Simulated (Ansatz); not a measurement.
TiO: how the energy converges with the cutoff

TiO, P-6m2, a = 3.031 Å, c = 3.238 Å. This isn't the usual stable structure of the compound. Ansatz: r2SCAN, PAW, cutoff varied, Γ-centred 12×12×12 mesh on 2 atoms, Gaussian smearing 0.01 eV; no spin polarisation. Single points at one geometry, the cutoff alone changed; ΔE is the energy at zero smearing over the run at 850 eV. The runs up to 460 eV lie under the cutoff recommended for these PAW datasets.

```
cutoff (eV)  ΔE (meV/atom)
        150       20544.99
        200        5843.19
        250        1375.01
        300         249.71
        350          43.90
        380          16.83
        460           4.35
        500           3.24
        520           2.78
        600           1.36
        700              ?
```

Task: Assume ΔE falls exponentially with the cutoff, fit y = ln ΔE against x, the cutoff in eV, to the other rows, and predict the missing value.

Result: y = 9.930, 8.673, 7.226, 5.520, 3.782, 2.823, 1.470, 1.176, 1.022, 0.307. Means x = 371.0, y = 4.1929; Σ(Δx)² = 197490, ΣΔxΔy = -4493; the slope is their ratio. y = 12.63 − 0.02275 x, a factor of ten per 101 eV. At 700 eV this gives ΔE = 0.04 meV/atom. The run gave 0.56, a ratio of 0.07. Between neighbouring rows the decay runs from a factor of ten per 66 eV to one per 313 eV, so one exponential is only a rough guide.